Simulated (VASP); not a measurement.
The system is CuI (Marshite).

```
CELL_PARAMETERS angstrom
0.00000 3.03150 3.03150
3.03150 0.00000 3.03150
3.03150 3.03150 0.00000
ATOMIC_POSITIONS crystal
Cu 0.25000 0.25000 0.25000
I 0.00000 0.00000 0.00000
```

Program: VASP 6.6.1. Alike in all runs: task single point; no spin polarisation; cell as given; k mesh 6 × 6 × 6; cutoff (eV) 520; smearing gaussian 0.03 eV.

Question: Order these runs on this cell by their pressure, lowest first.
A. level LDA; potentials or basis VASP PAW LDA potentials, release 64 (Cu, I)
B. level PBE; potentials or basis VASP PAW PBE potentials, release 64 (Cu, I)
C. level PBEsol; potentials or basis VASP PAW PBE potentials, release 64 (Cu, I)

Answer: A (-4.3 GPa), C (-2.1 GPa), B (0.3 GPa).

Caveats: the PAW data sets were made with another functional, which shifts forces and pressure a little (some runs).

Not every run made on this cell is shown here.
